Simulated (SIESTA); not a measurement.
Write an ASE script for SIESTA 5.4.2 that does the following.

| Item | Value |
| --- | --- |
| Task | band structure |
| Functional | BLYP |
| Potentials or basis | PseudoDojo 0.4 standard (PBE files) |
| Basis | DZP (energy shift 0.002 Ry) |
| Grid cutoff | 800 Ry |
| Energy shift | 0.002 Ry |
| k mesh | 10 × 10 × 5 |
| Occupations | fermi-dirac, width 0.05 eV |
| Spin | no spin polarisation |

Crystal: CuO (Tenorite).

```
Cu O
1.0
     2.34185   -1.71130    0.00000
     2.34185    1.71130    0.00000
    -0.85003    0.00000    5.05787
Cu O
2 2
Direct
  0.50000 0.00000 0.50000
  0.00000 0.50000 0.00000
  0.41840 0.58160 0.75000
  0.58160 0.41840 0.25000
```

One way to write it, as run:

run.py

```python
from ase import Atoms
from ase.calculators.siesta import Siesta
from ase.units import Ry, GPa

atoms = Atoms(
    ['Cu', 'Cu', 'O', 'O'],
    cell=[
        [2.34185, -1.7113, 0.0],
        [2.34185, 1.7113, 0.0],
        [-0.8500274268, 0.0, 5.0578693947],
    ],
    scaled_positions=[
        [0.5, 0.0, 0.5],
        [0.0, 0.5, 0.0],
        [0.4184, 0.5816, 0.75],
        [0.5816, 0.4184, 0.25],
    ],
    pbc=True,
)

fdf = {
    'SCFMustConverge': False,
    'OccupationFunction': 'FD',
    'ElectronicTemperature': '0.05 eV',
    'MaxSCFIterations': '120',
    'SCF.Mixer.Method': 'Pulay',
    'SCF.Mixer.Weight': '0.25',
    'SCF.Mixer.History': '8',
    'SCF.DM.Tolerance': '5.0e-05',
    'SCF.H.Tolerance': '1.0e-03 eV',
    'WriteForces': 'true',
    'Charge.Mulliken': 'end',
    'BandLinesScale': 'ReciprocalLatticeVectors',
    'BandLines': ['  1    0.000000   0.000000   0.000000  \\Gamma', ' 12   -0.500000  -0.500000   0.000000  Y', '  4   -0.524785  -0.524785   0.327510  F', '  2   -0.500000  -0.500000   0.500000  L', '  4   -0.633508  -0.366492   0.500000  I', '  1   -0.366492   0.366492   0.500000  I1', ' 12    0.000000   0.000000   0.500000  Z', ' 11   -0.475215  -0.475215   0.672490  F1', '  1   -0.500000  -0.500000   0.000000  Y', '  4   -0.612732  -0.387268   0.000000  X1', '  1   -0.387268   0.387268   0.000000  X', ' 13    0.000000   0.000000   0.000000  \\Gamma', ' 10   -0.500000   0.000000   0.000000  N', '  1   -0.500000   0.000000   0.500000  M', ' 11    0.000000   0.000000   0.000000  \\Gamma'],
}
calc = Siesta(
    label="CuO",
    command="siesta < PREFIX.fdf > PREFIX.out",
    pseudo_path="pseudos",
    pseudo_qualifier="",
    xc=('GGA', 'BLYP'),
    basis_set="DZP",
    mesh_cutoff=800 * Ry,
    energy_shift=0.002 * Ry,
    kpts=[10, 10, 5],
    spin="non-polarized",
    fdf_arguments=fdf,
)
atoms.calc = calc

print(f"energy = {atoms.get_potential_energy():.6f} eV")
free = atoms.get_potential_energy(force_consistent=True)
print(f"free energy = {free:.6f} eV")
print("forces (eV/A):")
print(atoms.get_forces(apply_constraint=False).round(6))
print("stress (GPa, Voigt order, tension positive):", (atoms.get_stress() / GPa).round(4))
```

Potentials or basis: PseudoDojo 0.4 standard (PBE files), DZP (energy shift 0.002 Ry).

Command:

```sh
$ python run.py
```

It gave:

| Item | Value |
| --- | --- |
| Pressure | 13.7 GPa |
| Largest force | 0.041 eV/Å |
| Band gap on the k mesh | none (metal or under the smearing width) |

Caveat: semicore shells carry a single zeta, which can move pressures by several GPa and volumes by a few percent; the potentials were made for another functional, which shifts forces and pressure; the basis of atomic orbitals isn't converged, which shifts pressures, moduli and gaps; the run has no spin polarisation, though such a crystal can be magnetic; semilocal functionals often make such compounds metallic where correlation or magnetic order opens a gap, which also shifts bond lengths.

Wall time 65 s on 1 thread of Arm Neoverse V1 (shared host), peak memory 0.31 GiB.
